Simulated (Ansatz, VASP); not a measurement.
**One calculation of Nb, two programs**

```xyz
1
Lattice="0.0000 2.1192 2.1192 2.1192 0.0000 2.1192 2.1192 2.1192 0.0000" Properties=species:S:1:pos:R:3 pbc="T T T"
Nb    0.0000    0.0000    0.0000
```

Alike in both runs: task single point; functional revPBE; k mesh 14 × 14 × 14; occupations fermi-dirac, width 0.1 eV; no spin polarisation.

|  | VASP | Ansatz |
| --- | --- | --- |
| version | VASP 6.6.1 | Ansatz 0.2.0 |
| potentials or method | VASP PAW PBE potentials, release 64 (Nb_sv) | plane waves (420 eV) with PAW, scalar-relativistic |
| plane-wave cutoff (eV) | 520 | 420 |
| valence electrons in the cell | 13 | 13 |

```tsv
	VASP	Ansatz	Ansatz less VASP
pressure (GPa)	-0.5	-0.2	+0.31
```

Caveats: the PAW data sets were made with another functional, which shifts forces and pressure a little (VASP).
